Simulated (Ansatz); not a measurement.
## Al2O3 (Corundum): equation of state with PBE

Al2O3 (Corundum):

```xyz
10
Lattice="2.3803 1.3742 4.3319 -2.3803 1.3742 4.3319 0.0000 -2.7485 4.3319" Properties=species:S:1:pos:R:3 pbc="T T T"
Al    0.0000    0.0000   11.0743
Al    0.0000    0.0000    8.4191
Al    0.0000    0.0000    1.9213
Al    0.0000    0.0000    4.5765
O    -1.6503   -0.1099    5.4148
O     0.7300    1.4841    5.4148
O     0.9203   -1.3742    5.4148
O     1.6503    0.1099    7.5808
O    -0.7300   -1.4841    7.5808
O    -0.9203    1.3742    7.5808
```

```json
{"Program": "Ansatz 0.2.0", "Task": "equation of state", "Functional": "PBE", "Potentials or basis": "SSSP precision PAW", "Cutoff": "1020 eV", "Density cutoff": "10204 eV", "k mesh": "7 × 7 × 7", "Occupations": "fermi-dirac, width 0.05 eV", "Spin": "no spin polarisation"}
```

* Equilibrium volume: 8.78 Å³/atom
* Bulk modulus at fixed shape and positions: 233 GPa
* Pressure derivative of the bulk modulus: 4.1

Energy against volume, from the lowest point:
```
volume (Å³/atom)  energy (meV/atom)
           7.992              59.65
           8.162              35.22
           8.332              17.67
           8.502               6.33
           8.672               0.62
           8.842               0.00
           9.012               4.00
```

All runs of the series together: 56 s on 2 threads of Intel(R) Xeon(R) 6975P-C (Granite Rapids), with other jobs on the host.

Caveat: the cell was scaled at fixed shape and fractional positions, which overstates the stiffness of a crystal with free parameters, most of all of layers and chains.
